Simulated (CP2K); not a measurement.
MgO:

```
CELL_PARAMETERS angstrom
2.96561 0.00000 0.00000
1.48280 2.56829 0.00000
1.48280 0.85610 2.42141
ATOMIC_POSITIONS crystal
Mg 0.00000 0.00000 0.00000
O 0.50000 0.50000 0.50000
```

The cell is a database's computed one.

Base run:

```yaml
Program: CP2K 2026.2
Functional: PBE
Potentials_or_basis: POTENTIAL_UZH Mg GTH-PBE-q10, O GTH-PBE-q6; TZVP-MOLOPT-PBE-GTH basis
Density_cutoff: 19048 eV
k_mesh: 11 × 11 × 11
Occupations: fermi-dirac, width 0.05 eV
Spin: no spin polarisation
```

Its results: band gap on the k mesh 4.82 eV, direct.

Question: After a change of settings the same cell gave: band gap on the k mesh 5.42 eV, direct. Which change was it?
A. dispersion from none to rVV10
B. functional from PBE to PBEsol; ngrids from 4 to 5
C. eps_default from 1.0E-9 to 1.0E-10; ngrids from 4 to 5; potential files from those of the base run to others of the same set
D. functional from PBE to TB-mBJ

Answer: D.

Caveats: the basis of atomic orbitals isn't converged, which shifts pressures, moduli and gaps; an odd mesh through Γ misses points on the zone boundary, where band edges often lie (some runs); this is a model potential without an energy functional, so only levels have meaning (some runs).

Not every run made on this cell is shown here.
